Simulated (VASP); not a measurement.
Runs of VASP 6.6.1 on H. The structure is tetragonal, space group P4/mmm (No. 123). The conventional cell has a = 2.650 Å, b = 2.650 Å, c = 0.980 Å, α = 90.00°, β = 90.00°, γ = 90.00°. Around H (site symmetry 4/mmm) lie 2 H at 0.98 Å. 

```tsv
potentials or basis	gap on the mesh (eV)	pressure (GPa)	relaxed volume (Å³/atom)
VASP PAW PBE potentials, release 64 (H)	none	0.0	11.15
VASP PAW PBE potentials, release 54 (H)	none	0.0	11.15
VASP PAW PBE potentials, release 64 (H_GW)	none	0.0	(a)
VASP PAW PBE potentials, release 64 (H_s)	none	0.0	11.41
VASP PAW PBE potentials, release 64 (H_h)	none	0.0	8.75
```

Alike in all rows: task relaxation of cell and atoms; level PBE; no spin polarisation; cell relaxed; k mesh 10 × 10 × 26; cutoff (eV) 900; smearing fermi-dirac 0.05 eV.

Problem. Estimate the missing entries.

Solution. (a) 9.92.

Caveats: the volume moved by over 15 % at a fixed basis, so the end points are rough.

A gap of «none» marks a metal or a gap under the smearing width.
